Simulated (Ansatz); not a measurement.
Write the native input for Ansatz 0.2.0 that does the following.

- Task: band structure
- Functional: RPBE
- Potentials or basis: Ansatz PAW
- Cutoff: 420 eV (not typed: the program's choice for these potentials)
- k mesh: 13 × 13 × 8
- Occupations: fermi-dirac, width 0.05 eV
- Spin: no spin polarisation
- Path: [["G", "Y", "F", "L", "I"], ["I1", "Z", "F1"], ["Y", "X1"], ["X", "G", "N"], ["M", "G"]]
- Points for each segment of the path: 14

Crystal: C.

```
CELL_PARAMETERS angstrom
2.12732 -1.22828 0.00000
2.12732 1.22828 0.00000
-1.37907 0.00000 3.50283
ATOMIC_POSITIONS crystal
C 0.16664 0.16664 0.99991
C 0.83336 0.83336 0.00009
```

This is a stacking variant of graphite.

One way to write it, as run:

input.yaml

```yaml
crystal:
  lattice:
    - [2.1273203072, -1.22828244, 0.0]
    - [2.1273203072, 1.22828244, 0.0]
    - [-1.3790696309, 0.0, 3.5028300786]
  atoms:
    - { symbol: C, position: [0.16664447, 0.16664447, 0.99990696] }
    - { symbol: C, position: [0.83335553, 0.83335553, 9.304e-05] }
hamiltonian:
  xc: rpbe
  pseudopotentials: { kind: paw }
kpoints:
  mp_grid: { grid: [13, 13, 8] }
  band_path:
    path:
      - [[0.0, 0.0, 0.0], [0.5, 0.5, -1.0], [0.4123194886, 0.4123194886, -1.119026649], [0.5, 0.5, -0.5], [0.6935932999, 0.3064067001, -0.5]]
      - [[0.3064067001, -0.3064067001, 0.5], [0.0, 0.0, 0.5], [0.5876805114, 0.5876805114, 0.119026649]]
      - [[0.5, 0.5, -1.0], [0.6104897536, 0.3895102464, -1.0]]
      - [[0.3895102464, -0.3895102464, 0.0], [0.0, 0.0, 0.0], [0.5, 0.0, -0.5]]
      - [[0.5, 0.0, 0.0], [0.0, 0.0, 0.0]]
    npoints: 14
scf:
  occupations: { method: fermi_dirac, width: 0.05 }
  n_extra_bands: 6
output:
  forces: true
  stress: true
  eigenvalues: true
  fatbands: false
  write_density: true
  write_potential: true
  elf: true
  volumetric_format: npy
```

Potentials or basis: Ansatz PAW.

Launch:

```bash
$ ansatz run input.yaml --threads 2 --pin off --max-ram 5632MiB --backend cpu --events-out ev --progress --plain --runs-dir out
```

It gave:

The pressure is 7.7 GPa, the largest force is 0.005 eV/Å and the band gap along the path is 0.35 eV, direct.

Caveat: the pressure holds a Pulay correction of +0.5 GPa for the finite cutoff; this functional lacks dispersion, which binds the layers, so the pressure and a relaxed spacing across them are unreliable; the PAW data sets come from PBE, with cores solved anew for the run's functional, which leaves a small shift of forces and pressure.

Run time: 3.1 s on 2 threads of Arm Neoverse V1, with other jobs on the host, peak memory 0.33 GiB.
